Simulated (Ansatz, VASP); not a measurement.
## One calculation of Al, two programs

```
CELL_PARAMETERS angstrom
4.87397 0.00000 0.00000
-2.43698 4.22098 0.00000
0.00000 0.00000 4.53261
ATOMIC_POSITIONS crystal
Al 0.33312 0.33909 0.50100
Al 0.66091 0.99404 0.50100
Al 0.00596 0.66688 0.50100
Al 0.00000 0.00000 0.00113
Al 0.66667 0.33333 0.00107
```

Alike in both runs: functional PBE; k mesh 6 × 6 × 4; occupations gaussian, width 0.1 eV; no spin polarisation.

Ansatz relaxed the structure, and its values are those at the end. VASP's run is a single point on that final structure, the one shown.

```csv
,VASP,Ansatz
version,VASP 6.6.1,Ansatz 0.2.0
potentials or method,"VASP PAW PBE potentials, release 64 (Al)","scalar-relativistic, plane waves, PAW"
plane-wave cutoff (eV),520,420
valence electrons in the cell,15,15
```

|  | VASP | Ansatz | Ansatz less VASP |
| --- | --- | --- | --- |
| gap on the k mesh at the Fermi level (eV) | none | none | - |
| pressure (GPa) | 0.1 | 0.2 | +0.03 |
| rms of the force components (eV/Å) | 0.009 | 0.009 | -0.0003 |

A gap of «none» marks a metal or a gap that the smearing closes. The functional is the same, so the differences come from potentials, cutoffs and numerics.
